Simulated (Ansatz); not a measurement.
CdO (Monteponite) under changes of volume

One of the cells (12.970 Å³/atom); the others are scaled copies at fixed shape and fractional positions:

```xyz
2
Lattice="0.0000 2.3495 2.3495 2.3495 0.0000 2.3495 2.3495 2.3495 0.0000" Properties=species:S:1:pos:R:3 pbc="T T T"
Cd    0.0000    0.0000    0.0000
O     2.3495    2.3495    2.3495
```

| Item | Value |
| --- | --- |
| Program | Ansatz 0.2.0 |
| Functional | RPBE |
| Potentials or basis | Ansatz PAW |
| Cutoff | 420 eV (not typed: the program's choice for these potentials) |
| k mesh | 10 × 10 × 10 |
| Occupations | fermi-dirac, width 0.05 eV |
| Spin | no spin polarisation |

| volume (Å³/atom) | energy over the lowest point (meV/atom) | pressure (GPa) |
| --- | --- | --- |
| 12.191 | ? | ? |
| 12.451 | 76.09 | 17.8 |
| 12.710 | 50.42 | 14.0 |
| 12.970 | 30.54 | 10.6 |
| 13.229 | 15.88 | 7.6 |
| 13.488 | 5.82 | 4.9 |
| 13.748 | 0.00 | 2.4 |

Question: What does the run at 12.191 Å³/atom give?

Answer: Energy over the lowest point 108.18 meV/atom; pressure 22.0 GPa.

Worked out: A Birch-Murnaghan fit of order 3 (a polynomial in V^(-2/3)) to the other rows has its minimum at 14.03 Å³/atom, just outside them, with B0 = V·E''(V) = 111 GPa and B' = 4.8. It gives 108.31 meV/atom at 12.191 Å³/atom, against the run's 108.18, and -dE/dV = 22.0 GPa, against 22.0.

Energies are extrapolated to zero smearing.

Caveats: the PAW data sets come from PBE, with cores solved anew for the run's functional, which leaves a small shift of forces and pressure.
